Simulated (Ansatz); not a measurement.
## ZnF₂: levels along high-symmetry lines

```
CELL_PARAMETERS angstrom
4.70380 0.00000 0.00000
0.00000 4.70380 0.00000
0.00000 0.00000 3.13360
ATOMIC_POSITIONS crystal
Zn 0.00000 0.00000 0.00000
Zn 0.50000 0.50000 0.50000
F 0.30350 0.30350 0.00000
F 0.19650 0.80350 0.50000
F 0.69650 0.69650 0.00000
F 0.80350 0.19650 0.50000
```

Atoms are numbered in the order listed.

Conventional cell: a = 4.704 Å, b = 4.704 Å, c = 3.134 Å, α = 90.00°, β = 90.00°, γ = 90.00°. Around Zn (atom 1) lie 6 F at 2.02 to 2.04 Å. Around F (atom 3) lie 3 Zn at 2.02 to 2.04 Å.

The geometry is COD entry 2103615, unchecked; take it as a test cell.

The calculation used DFT, PBE, all-electron LAPW, scalar-relativistic in Ansatz 0.2.0.

Numerical set-up: a Γ-centred 4×4×6 k mesh, Fermi–Dirac smearing of 0.01 eV, basis error target 0.5 meV/atom, no spin polarisation.

Points in fractions of the reciprocal vectors of this cell: Γ (0, 0, 0), X (0, 0.5, 0), M (0.5, 0.5, 0), Z (0, 0, 0.5), R (0, 0.5, 0.5), A (0.5, 0.5, 0.5). The path joins them by straight lines in the order Γ–X–M–Γ–Z–R–A–Z–X; legs that retrace an earlier one aren't tabulated. Energies are in eV from the top of the valence band.

Q: Metal or insulator at this level of theory?

A: An insulator or semiconductor: gap 3.61 eV, direct at Γ.

Q: Tabulate bands 34 to 41, counted from the lowest band of the run, along the path.

A: 
| k (1/Å) | point | band 34 | band 35 | band 36 | band 37 | band 38 | band 39 | band 40 | band 41 |
| --- | --- | --- | --- | --- | --- | --- | --- | --- | --- |
| 0.00 | Γ | -1.48 | -1.13 | -0.33 | -0.33 | 0.00 | 3.61 | 9.45 | 9.75 |
| 0.17 |  | -1.41 | -1.16 | -0.34 | -0.34 | -0.03 | 3.84 | 8.88 | 9.84 |
| 0.33 |  | -1.26 | -1.22 | -0.38 | -0.36 | -0.14 | 4.44 | 8.07 | 10.08 |
| 0.50 |  | -1.41 | -0.94 | -0.41 | -0.39 | -0.35 | 5.28 | 7.16 | 10.41 |
| 0.67 | X | -1.56 | -0.63 | -0.63 | -0.41 | -0.41 | 6.21 | 6.21 | 10.67 |
| 0.83 |  | -1.48 | -0.73 | -0.73 | -0.40 | -0.40 | 6.32 | 6.32 | 10.45 |
| 1.00 |  | -1.37 | -0.99 | -0.99 | -0.38 | -0.38 | 6.62 | 6.62 | 9.97 |
| 1.17 |  | -1.40 | -1.23 | -1.23 | -0.36 | -0.36 | 6.96 | 6.96 | 9.50 |
| 1.34 | M | -1.58 | -1.23 | -1.23 | -0.35 | -0.35 | 7.14 | 7.14 | 9.29 |
| 1.57 |  | -1.27 | -1.24 | -1.01 | -0.38 | -0.34 | 6.40 | 7.33 | 9.36 |
| 1.81 |  | -1.36 | -1.25 | -0.41 | -0.38 | -0.34 | 5.14 | 7.88 | 9.53 |
| 2.04 |  | -1.45 | -1.19 | -0.37 | -0.33 | -0.07 | 4.05 | 8.68 | 9.69 |
| 2.28 | Γ | -1.48 | -1.13 | -0.33 | -0.33 | 0.00 | 3.61 | 9.45 | 9.75 |
| 2.53 |  | -1.47 | -1.20 | -0.52 | -0.52 | -0.12 | 4.15 | 9.54 | 10.18 |
| 2.78 |  | -1.46 | -1.38 | -0.87 | -0.87 | -0.46 | 5.42 | 9.63 | 11.24 |
| 3.03 |  | -1.44 | -1.44 | -1.10 | -1.10 | -0.91 | 6.93 | 9.34 | 12.29 |
| 3.28 | Z | -1.34 | -1.30 | -1.30 | -1.23 | -1.23 | 8.37 | 8.37 | 12.03 |
| 3.45 |  | -1.67 | -1.34 | -1.34 | -0.82 | -0.82 | 8.42 | 8.42 | 11.78 |
| 3.62 |  | -1.71 | -1.33 | -1.33 | -0.42 | -0.42 | 8.57 | 8.57 | 11.24 |
| 3.78 |  | -1.73 | -1.31 | -1.31 | -0.14 | -0.14 | 8.77 | 8.77 | 10.70 |
| 3.95 | R | -1.74 | -1.31 | -1.31 | -0.04 | -0.04 | 8.89 | 8.89 | 10.46 |
| 4.12 |  | -1.71 | -1.31 | -1.31 | -0.10 | -0.10 | 8.77 | 8.77 | 10.59 |
| 4.28 |  | -1.63 | -1.33 | -1.33 | -0.28 | -0.28 | 8.51 | 8.51 | 10.92 |
| 4.45 |  | -1.51 | -1.38 | -1.38 | -0.56 | -0.56 | 8.30 | 8.30 | 11.33 |
| 4.62 | A | -1.44 | -1.23 | -1.23 | -0.79 | -0.79 | 8.22 | 8.22 | 11.59 |
| 4.85 |  | -1.44 | -1.32 | -1.22 | -0.83 | -0.27 | 8.25 | 8.49 | 10.83 |
| 5.09 |  | -1.42 | -1.27 | -1.22 | -0.97 | -0.08 | 8.32 | 8.86 | 10.45 |
| 5.33 |  | -1.37 | -1.31 | -1.23 | -1.17 | -0.47 | 8.36 | 8.56 | 11.33 |
| 5.56 | Z | -1.34 | -1.30 | -1.30 | -1.23 | -1.23 | 8.37 | 8.37 | 12.03 |
| 5.86 |  | -1.55 | -1.41 | -1.35 | -0.94 | -0.57 | 7.02 | 9.32 | 11.81 |
| 6.17 |  | -1.45 | -1.35 | -1.25 | -0.72 | -0.13 | 5.96 | 8.89 | 11.19 |
| 6.47 |  | -1.45 | -0.98 | -0.76 | -0.51 | -0.22 | 5.65 | 7.45 | 10.78 |
| 6.77 | X | -1.56 | -0.63 | -0.63 | -0.41 | -0.41 | 6.21 | 6.21 | 10.67 |

Kohn–Sham gaps of semilocal functionals usually fall short of measured ones.
